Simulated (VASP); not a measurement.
A run of VASP 6.6.1 is set up as follows.

Contents of INCAR:

```
SYSTEM = C
PREC = Accurate ; ENCUT = 500
EDIFF = 1E-6 ; ISMEAR = 0
SIGMA = 0.05 ; LREAL = .False.
LASPH = .True. ; NELM = 100
ALGO = Fast ; ISIF = 2
LWAVE = .False. ; LCHARG = .False.
GGA = PE ; NBANDS = 11
```

KPOINTS

```
Automatic mesh
0
Gamma
  13 13 13
  0 0 0
```

POSCAR

```
C
1.0
    0.0000000000      1.7833700000      1.7833700000
    1.7833700000      0.0000000000      1.7833700000
    1.7833700000      1.7833700000      0.0000000000
C
2
Direct
    0.7500000000      0.7500000000      0.7500000000
    0.5000000000      0.5000000000      0.5000000000
```

Potentials or basis: VASP PAW PBE potentials, release 64 (C).

The run is started by

```bash
$ cat potpaw_PBE.64/C/POTCAR > POTCAR
$ mpirun -np 1 vasp_std > vasp.out
```

Question: Predict the pressure.

Answer: 2.5 GPa.

Question: Predict the band gap on the k mesh.

Answer: 4.14 eV, indirect (least direct gap 5.59 eV).

Caveat: an odd mesh through Γ misses points on the zone boundary, where band edges often lie. PBE gaps usually lie below the measured ones, often by a third to a half.
